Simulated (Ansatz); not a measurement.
## NaCl: zone-centre modes

Computed with Ansatz, DFT PBE, scalar-relativistic, plane waves, PAW. Settings: 420 eV plane-wave cutoff, Γ-centred 4×4×4 mesh, fixed occupations. No spin polarisation. Phonons by linear response, acoustic sum rule imposed.

Equilibrium structure at this level:
```
CELL_PARAMETERS angstrom
-4.26235 4.26235 4.26235
4.26235 -4.26235 4.26235
4.26235 4.26235 -4.26235
ATOMIC_POSITIONS crystal
Na 0.31189 0.00000 0.00000
Na 0.68811 0.68811 0.68811
Na 0.00000 0.31189 0.00000
Na 0.00000 0.00000 0.31189
Cl 0.00000 0.67059 0.00000
Cl 0.32941 0.32941 0.32941
Cl 0.67059 0.00000 0.00000
Cl 0.00000 0.00000 0.67059
```

The structure comes from a generated guess, relaxed at this level; another structure or a mixture of phases may lie lower.

Question: Is this structure stable against zone-centre distortions?

Answer: Yes, at Γ: no optical mode is imaginary. Strains and other wave vectors aren't tested by this run.

Question: List the optical modes at Γ without the LO field (i marks imaginary ones).

Answer:
| frequency (meV) | degeneracy | IR intensity of the level ((D/Å)²/amu) |
| --- | --- | --- |
| 8.7 | 3 | 0.00 |
| 9.6 | 2 | 0.00 |
| 16.1 | 1 | 0.00 |
| 17.7 | 3 | 4.63 |
| 18.0 | 3 | 0.00 |
| 18.5 | 2 | 0.00 |
| 22.9 | 3 | 2.74 |
| 27.0 | 3 | 11.80 |
| 30.6 | 1 | 0.00 |
